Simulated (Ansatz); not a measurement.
Runs of Ansatz 0.2.0 on Cu. The typed cell holds 1 atom: a = 2.479 Å, b = 2.477 Å, c = 2.450 Å, α = 108.63°, β = 107.81°, γ = 112.70°. This isn't the form of Cu at room conditions, which is fcc.

| level | cutoff (eV) | gap on the mesh (eV) | pressure (GPa) |
| --- | --- | --- | --- |
| LDA | 420 | none | (a) |
| PBEsol | 420 | none | -1.4 |
| r2SCAN | 500 | none | 0.3 |
| HSE06 | 420 | none | 7.1 |

Alike in all rows: task projected density of states; potentials or basis Ansatz PAW; no spin polarisation; cell sheared at random, sigma 0.01, atoms nudged by 0.01 Å; k mesh 8 × 8 × 7; smearing fermi-dirac 0.05 eV; the mesh is coarse, so values aren't converged.

Task: Estimate the missing entries.

Result: (a) -7.8.

Caveats: all runs use coarse meshes; the PAW data sets come from PBE, with cores solved anew for the run's functional, which leaves a small shift of forces and pressure; the density of states is complete only up to the lowest level of the last band computed; the thresholds are loose for stress (some runs).

A gap of «none» marks a metal or a gap under the smearing width.
